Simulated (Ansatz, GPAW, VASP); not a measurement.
Mg: programs and potentials compared

```
Mg
1.0
     3.20930    0.00000    0.00000
    -1.60465    2.77934    0.00000
     0.00000    0.00000    5.21030
Mg
2
Cartesian
  1.6047 0.9264 3.9077
  0.0000 1.8529 1.3026
```

Alike in all runs: task single point; functional PBE; k mesh 10 × 10 × 5; occupations gaussian, width 0.024 eV; no spin polarisation; no spin-orbit coupling. Pressure is positive in compression and, in plane waves, holds the error of the finite cutoff, which Ansatz's Pulay term estimates and takes out.

```json
{"program and potentials": "Ansatz, Ansatz PAW", "plane-wave cutoff (eV)": "420", "notes": "10 valence electrons an atom on average", "pressure (GPa)": "-0.44"}
{"program and potentials": "Ansatz, all-electron LAPW, scalar-relativistic", "plane-wave cutoff (eV)": "-", "notes": "-", "pressure (GPa)": "-0.46"}
{"program and potentials": "VASP, PBE PAW files Mg, 520 eV", "plane-wave cutoff (eV)": "520", "notes": "2 valence electrons an atom on average", "pressure (GPa)": "-0.57"}
{"program and potentials": "GPAW, GPAW PAW data sets (gpaw-data 1.2.1)", "plane-wave cutoff (eV)": "800", "notes": "10 valence electrons an atom on average", "pressure (GPa)": "-0.52"}
```

The pressure spans -0.57 (VASP, PBE PAW files Mg, 520 eV) to -0.44 GPa (Ansatz, Ansatz PAW), with all-electron results at -0.46.

Differences between rows come from potentials, basis sets and numerical settings, since the functional is the same but for its coding. Runs on potential files found faulty are left out.
